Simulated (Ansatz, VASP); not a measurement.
**One calculation of W, two programs**

```
W
1.0
    -1.58220    1.58220    1.58220
     1.58220   -1.58220    1.58220
     1.58220    1.58220   -1.58220
W
1
Direct
  0.00000 0.00000 0.00000
```

Alike in both runs: functional PBE; k mesh 15 × 15 × 15; occupations methfessel-paxton of order 1, width 0.05 eV; no spin polarisation.

Ansatz relaxed the structure, and its values are those at the end. VASP's run is a single point on that final structure, the one shown.

|  | VASP | Ansatz |
| --- | --- | --- |
| version | VASP 6.6.1 | Ansatz 0.2.0 |
| potentials or method | VASP PAW PBE potentials, release 64 (W_sv) | plane waves, PAW |
| plane-wave cutoff (eV) | 520 | 420 |
| valence electrons in the cell | 14 | 14 |

Ansatz gave:

| Item | Value |
| --- | --- |
| pressure (GPa) | 6.0 |

What did VASP give for the same quantities?

Pressure (GPa): 6.5.

The runs have no spin-orbit coupling, so splittings on W are missing.
